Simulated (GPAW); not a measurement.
# Magnetic state of Ni3 Cu2 Ni3 001 from several starts

A self-consistent run ends on one state, which hangs on the start. Several orders of Ni3 Cu2 Ni3 001 are started in GPAW and their energies compared.

Program: GPAW 26.7.0. Level of theory: PBE; plane waves with GPAW's PAW setups, scalar-relativistic. Results are calculated unless marked as measured.

## 1. The structure

The cell holds 8 atoms: 6 Ni and 2 Cu. Cell: a = 2.556 Å, b = 2.556 Å, c = 23.953 Å, α = 90.0°, β = 90.0°, γ = 90.0°. ideal sites on the substrate's mesh, layer spacings from atomic volumes, unrelaxed, 12 A of vacuum. Vacuum lies along c.

Structure file:

```cif
data_structure
_symmetry_space_group_name_H-M 'P 1'
_symmetry_Int_Tables_number 1
_cell_length_a 2.5562
_cell_length_b 2.5562
_cell_length_c 23.9527
_cell_angle_alpha 90.000
_cell_angle_beta 90.000
_cell_angle_gamma 90.000
_cell_volume 156.51
loop_
_atom_site_label
_atom_site_type_symbol
_atom_site_fract_x
_atom_site_fract_y
_atom_site_fract_z
_atom_site_occupancy
Ni1 Ni 0.00000 0.00000 0.25049 1
Ni2 Ni 0.50000 0.50000 0.32014 1
Ni3 Ni 0.00000 0.00000 0.38978 1
Cu4 Cu 0.50000 0.50000 0.46230 1
Cu5 Cu 0.00000 0.00000 0.53770 1
Ni6 Ni 0.50000 0.50000 0.61022 1
Ni7 Ni 0.00000 0.00000 0.67986 1
Ni8 Ni 0.50000 0.50000 0.74951 1
```

## 2. Start 1: ferro ++++++

Parallel moments need no larger cell; this start tests for a ferromagnetic state only.

order1.py reads:

```python
import json
import numpy as np
from ase import Atoms
from ase.parallel import paropen, parprint
from gpaw import GPAW

atoms = Atoms(['Ni', 'Ni', 'Ni', 'Cu', 'Cu', 'Ni', 'Ni', 'Ni'],
    cell=[[2.556191, 0.0, 0.0],
         [0.0, 2.556191, 0.0],
         [0.0, 0.0, 23.952656]],
    scaled_positions=[[0.0, 0.0, 0.250494],
         [0.5, 0.5, 0.320139],
         [0.0, 0.0, 0.389783],
         [0.5, 0.5, 0.462303],
         [0.0, 0.0, 0.537697],
         [0.5, 0.5, 0.610217],
         [0.0, 0.0, 0.679861],
         [0.5, 0.5, 0.749506]],
    pbc=True,
    magmoms=[0.8, 0.8, 0.8, 0.0, 0.0, 0.8, 0.8, 0.8])
atoms.calc = GPAW(mode={'name': 'pw', 'ecut': 450},
    xc='PBE',
    kpts={'size': (20, 20, 1), 'gamma': True},
    occupations={'name': 'fermi-dirac', 'width': 0.05},
    convergence={'density': 1e-05, 'energy': 1e-05},
    maxiter=200,
    mixer={'name': 'pulay', 'beta': 0.03, 'nmaxold': 8, 'weight': 100},
    symmetry={'tolerance': 1e-4},
    txt='order1.txt')
e = atoms.get_potential_energy(force_consistent=True)
res = {'free_energy': e, 'energy_sigma0': atoms.get_potential_energy(), 'fermi_energy': atoms.calc.get_fermi_level()}
res['moments'] = atoms.get_magnetic_moments().tolist()
res['total'] = atoms.get_magnetic_moment()
parprint('site moments (muB):', np.round(res['moments'], 3))
parprint(f"total moment: {res['total']:.3f} muB")
parprint(f'free energy: {e:.6f} eV')
atoms.calc.write('order1.gpw')
with paropen('results.json', 'w') as f:
    json.dump(res, f)
```

Command:

```bash
$ OMP_NUM_THREADS=1 mpirun -n 4 gpaw python order1.py > order1.log
```

Numbers of over 12 decimals in the logs are rounded to 6 here.

The program printed:

```text
site moments (muB): [ 0.784  0.673  0.494 -0.011 -0.011  0.494  0.673  0.784]
total moment: 3.637 muB
free energy: -48.976949 eV

--- order1.txt ---
Input parameters:
  mode=PW(ecut=450),
  convergence={'density': 1e-05, 'energy': 1e-05},
  kpts=MonkhorstPack(size=(20, 20, 1), gamma=True),
  maxiter=200,
  mixer=Pulay(name='pulay', nmaxold=8, beta=0.03, weight=100, sigma=0.015, g_ss=None),
  occupations=Occupations(name='fermi-dirac', width=0.05),
  symmetry=Symmetry(tolerance=0.0001),
  xc=XC(name='PBE')

Diagonalizing LCAO Hamiltonian
Converting LCAO to pw mode
   .-----.
  /|     |
 * |     |
 | |     |
 | |     |
 | |     |
 | |     |
 | |     |
 | | Ni  |
 | |     |
 | |     |
 Ni|     |
 | | Ni  |
 | |     |
 | |     |
 Cu|     |
 | |     |
 | | Cu  |
 | |     |
 | |     |
 Ni|     |
 | | Ni  |
 | |     |
 | |     |
 Ni|     |
 | |     |
 | |     |
 | |     |
 | |     |
 | .-----.
 |/     /
 *-----*

Atoms  # Å, Bohr magnetons
|   | symbol |        x |        y |         z |    initial magnetic moments |
|---|--------|----------|----------|-----------|-----------------------------|
| 0 |     Ni | 0.000000 | 0.000000 |  5.999997 | ( 0.0000,  0.0000,  0.8000) |
| 1 |     Ni | 1.278096 | 1.278096 |  7.668179 | ( 0.0000,  0.0000,  0.8000) |
| 2 |     Ni | 0.000000 | 0.000000 |  9.336338 | ( 0.0000,  0.0000,  0.8000) |
| 3 |     Cu | 1.278096 | 1.278096 | 11.073385 | ( 0.0000,  0.0000,  0.0000) |
| 4 |     Cu | 0.000000 | 0.000000 | 12.879271 | ( 0.0000,  0.0000,  0.0000) |
| 5 |     Ni | 1.278096 | 1.278096 | 14.616318 | ( 0.0000,  0.0000,  0.8000) |
| 6 |     Ni | 0.000000 | 0.000000 | 16.284477 | ( 0.0000,  0.0000,  0.8000) |
| 7 |     Ni | 1.278096 | 1.278096 | 17.952659 | ( 0.0000,  0.0000,  0.8000) |

Unit cell  # Å
| periodic |        x |        y |         z |   lengths |    angles |
|----------|----------|----------|-----------|-----------|-----------|
|      yes | 2.556191 | 0.000000 |  0.000000 |  2.556191 | 90.000000 |
|      yes | 0.000000 | 2.556191 |  0.000000 |  2.556191 | 90.000000 |
|      yes | 0.000000 | 0.000000 | 23.952656 | 23.952656 | 90.000000 |

Number of symmetries: 8

BZ-sampling:
  Number of BZ points: 400
  Number of IBZ points: 66

  Monkhorst-Pack size: [20, 20, 1]
  Monkhorst-Pack shift: [0.025, 0.025, 0.0]

K-points  # in reciprocal-cell coordinates
|     |                                coordinates |     weight |
|-----|--------------------------------------------|------------|
|   0 | ( -0.00000000,  -0.00000000,   0.00000000) | 0.00250000 |
|   1 | (  0.05000000,  -0.00000000,   0.00000000) | 0.01000000 |
|   2 | (  0.05000000,   0.05000000,   0.00000000) | 0.01000000 |
|   3 | (  0.10000000,  -0.00000000,   0.00000000) | 0.01000000 |
|   4 | (  0.10000000,   0.05000000,   0.00000000) | 0.02000000 |
|   5 | (  0.10000000,   0.10000000,   0.00000000) | 0.01000000 |
|   6 | (  0.15000000,  -0.00000000,   0.00000000) | 0.01000000 |
|   7 | (  0.15000000,   0.05000000,   0.00000000) | 0.02000000 |
|   8 | (  0.15000000,   0.10000000,   0.00000000) | 0.02000000 |
|   9 | (  0.15000000,   0.15000000,   0.00000000) | 0.01000000 |
| ... |                                            |            |
|  65 | (  0.50000000,   0.50000000,   0.00000000) | 0.00250000 |

Plane wave coefficients: 3434
Cutoff: 450.000000 eV

Spin-components: 2 (collinear spins)
Bands:           78
Projectors:      48
Spin-degeneracy: 1
Datatype:        complex128

Parallelization:
  kpt:    4
  domain: 1
  band:   1

Density:
  Valence electrons: 118.0
  Components: 2
  Grid points: [ 14  14 120]
  Charge: 0.0  # |e|

Potential:
  Grid points: [ 14  14 120]

species:
  Ni:
    name:    Nickel
    Z:       28.0
    valence: 16
    core:    12
    charge:  0.0  # [|e|]
    compensation charges:
      type: gauss
      rc: 0.36  # [Å]
      lmax: 2
    cutoffs:
      filter: 2.14  # [Å]
      core: 1.98  # [Å]
    projectors
    | kind |    occ | energy [eV] | rcut [Å] |
    |------|--------|-------------|----------|
    |   4s |  2.000 |      -5.642 |    1.164 |
    |   3p |  6.000 |     -71.394 |    1.207 |
    |   4p |  0.000 |      -1.226 |    1.207 |
    |   3d |  8.000 |      -8.875 |    1.138 |
    |    s |        |      21.570 |    1.164 |
    |    d |        |      18.337 |    1.138 |

    Using partial waves for Ni as LCAO basis

  Cu:
    name:    Copper
    Z:       29.0
    valence: 11
    core:    18
    charge:  0.0  # [|e|]
    compensation charges:
      type: gauss
      rc: 0.33  # [Å]
      lmax: 2
    cutoffs:
      filter: 2.06  # [Å]
      core: 2.43  # [Å]
    projectors
    | kind |    occ | energy [eV] | rcut [Å] |
    |------|--------|-------------|----------|
    |   4s |  1.000 |      -4.609 |    1.164 |
    |   4p |  0.000 |      -0.698 |    1.164 |
    |   3d | 10.000 |      -5.039 |    1.058 |
    |    s |        |      22.603 |    1.164 |
    |    p |        |      26.513 |    1.164 |
    |    d |        |      22.172 |    1.058 |

    Using partial waves for Cu as LCAO basis

Reference energy: -338250.894366  # eV

eigensolver:
  PPCG
  Converge bands: occupied
  niter=2

density mixing:
  Pulay-Mixer
  Linear mixing parameters: 0.03
  Old densities: 8
  Fourier metric: weight=100, sigma=0.015

occupation numbers:
  Fermi-Dirac:
    width: 0.0500  # eV

poisson solver:
  ecut: 3600.000000  # eV

xc functional:
  name: PBE with 2 nearest neighbor stencil

convergence criteria:
- Maximum integral of absolute [dens]ity change: 1e-05 electrons / valence electron
- Maximum [total energy] change in last 3 cyles: 1e-05 eV / valence electron
- Maximum integral of absolute [eigenst]ate change: 4e-08 eV^2 / valence electron
maximum number of iterations: 200

SCF iterations
|iter     |      energy | eigst |  dens |  magmom |
|---------|-------------|-------|-------|---------|
|iter:   1|       0s |  -72.621584 | +0.59 |       |  +4.8043|
|iter:   2|       7s |  -75.161874 | +0.07 | -0.72 |  +4.6737|
|iter:   3|      14s |  -51.490442 | -0.70 | -0.76 |  +4.6654|
|iter:   4|      21s |  -49.822831 | -1.62 | -1.09 |  +4.6567|
|iter:   5|      28s |  -49.311189 | -2.06 | -1.33 |  +4.6264|
|iter:   6|      35s |  -48.822743 | -1.05 | -1.44 |  +4.4186|
|iter:   7|      42s |  -48.722287 | -2.25 | -1.65 |  +4.4287|
|iter:   8|      50s |  -48.747569 | -2.62 | -1.73 |  +4.3515|
|iter:   9|      57s |  -49.011878 | -2.06 | -1.77 |  +4.0881|
|iter:  10|      64s |  -48.916757 | -2.70 | -1.86 |  +4.0482|
[... 32 iterations left out ...]
|iter:  43|     285s |  -48.938044c| -7.73c| -4.30 |  +3.6366|
|iter:  44|     288s |  -48.938042c| -7.78c| -4.36 |  +3.6368|
|iter:  45|     292s |  -48.938041c| -7.70c| -4.40 |  +3.6368|
|iter:  46|     295s |  -48.938040c| -7.82c| -4.46 |  +3.6368|
|iter:  47|     298s |  -48.938037c| -7.71c| -4.52 |  +3.6370|
|iter:  48|     302s |  -48.938035c| -7.69c| -4.62 |  +3.6371|
|iter:  49|     307s |  -48.938033c| -7.68c| -4.75 |  +3.6371|
|iter:  50|     310s |  -48.938032c| -7.89c| -4.90 |  +3.6372|
|iter:  51|     313s |  -48.938032c| -7.80c| -4.94 |  +3.6370|
|iter:  52|     317s |  -48.938032c| -8.20c| -5.03c|  +3.6370|

Converged in 52 steps
Energy contributions relative to reference atoms: (reference = -338250.894366)

Energy contributions:
  Kinetic:          10.473239
  Coulomb:          -5.605124
  Zero:              0.942156
  External:          0.000000
  Xc:              -54.709386
  Entropy:          -0.077835
  Spinorbit:         0.000000
  ----------------------------
  Free energy:     -48.976949
  Extrapolated:    -48.938032

dipole moment: (-21.213830, -21.213830, 0.000027)  # |e|*Ang

Total magnetic moment: (0.000000, 0.000000, 3.637007)

Local magnetic moments
|        x |        y |         z |
|----------|----------|-----------|
| 0.000000 | 0.000000 |  0.784339 |  # Ni   0
| 0.000000 | 0.000000 |  0.672688 |  # Ni   1
| 0.000000 | 0.000000 |  0.493928 |  # Ni   2
| 0.000000 | 0.000000 | -0.010711 |  # Cu   3
| 0.000000 | 0.000000 | -0.010711 |  # Cu   4
| 0.000000 | 0.000000 |  0.493928 |  # Ni   5
| 0.000000 | 0.000000 |  0.672688 |  # Ni   6
| 0.000000 | 0.000000 |  0.784339 |  # Ni   7

Fermi level: 2.703
Eigenvalues  # (at kpt = [-0.000, -0.000, 0.000])
| band index |      eig [eV] | occ [0-1] |      eig [eV] | occ [0-1] |
|------------|---------------|-----------|---------------|-----------|
|          0 |       -61.422 |     1.000 |       -60.592 |     1.000 |
|        ... |               |           |               |           |
|         53 |         1.562 |     1.000 |         2.167 |     1.000 |
|         54 |         1.622 |     1.000 |         2.226 |     1.000 |
|         55 |         1.754 |     1.000 |         2.226 |     1.000 |
|         56 |         1.928 |     1.000 |         2.532 |     0.968 |
|         57 |         1.931 |     1.000 |         2.535 |     0.967 |
|         58 |         2.112 |     1.000 |         2.883 |     0.027 |
|         59 |         2.112 |     1.000 |         2.883 |     0.027 |
|         60 |         2.161 |     1.000 |         2.927 |     0.011 |
|         61 |         2.161 |     1.000 |         2.965 |     0.005 |
|         62 |         2.167 |     1.000 |         2.965 |     0.005 |
|         63 |         2.171 |     1.000 |         2.982 |     0.004 |
|         64 |         2.823 |     0.083 |         2.982 |     0.004 |
|         65 |         4.301 |     0.000 |         4.311 |     0.000 |
|         66 |         5.128 |     0.000 |         5.119 |     0.000 |
|         67 |         7.397 |     0.000 |         7.357 |     0.000 |
|         68 |         8.134 |     0.000 |         8.110 |     0.000 |
|        ... |               |           |               |           |
|         77 |        17.578 |     0.000 |        17.615 |     0.000 |

No gap
No difference between direct/indirect transitions
```

It took 5.6 min on 4 MPI ranks of Intel Xeon 6975P-C (Granite Rapids), shared host; peak memory 1.5 GiB; 22 min of CPU time.

Spin moment in the augmentation sphere by atom:

```
atom  spin moment in the augmentation sphere (μB)
 Ni1                                        0.784
 Ni2                                        0.673
 Ni3                                        0.494
 Cu4                                       -0.011
 Cu5                                       -0.011
 Ni6                                        0.494
 Ni7                                        0.673
 Ni8                                        0.784
```

Numbers from this step:

```yaml
magnetization: 3.637 μB
final_state: ferromagnetic
```

After 52 cycles the largest moment stands at 0.784 μB.

(Continued in part 2 of 2.)

[Logs and program files are shortened in this print: banners, set-up blocks, solver, clock and traceback lines can be left out without a mark of their own.]

[Logs are printed without paths, hosts, clocks, repeated set-up lines and the standing remarks that a program may print on its own settings, such as how far it seeks lower states.]

[Hosts, paths, dates, database ids (printed as entryN), source tags and the programs' standing remarks are cut or masked in the printed files.]

[Where a cell is said to come from a database of computed structures, the database is the Materials Project.]
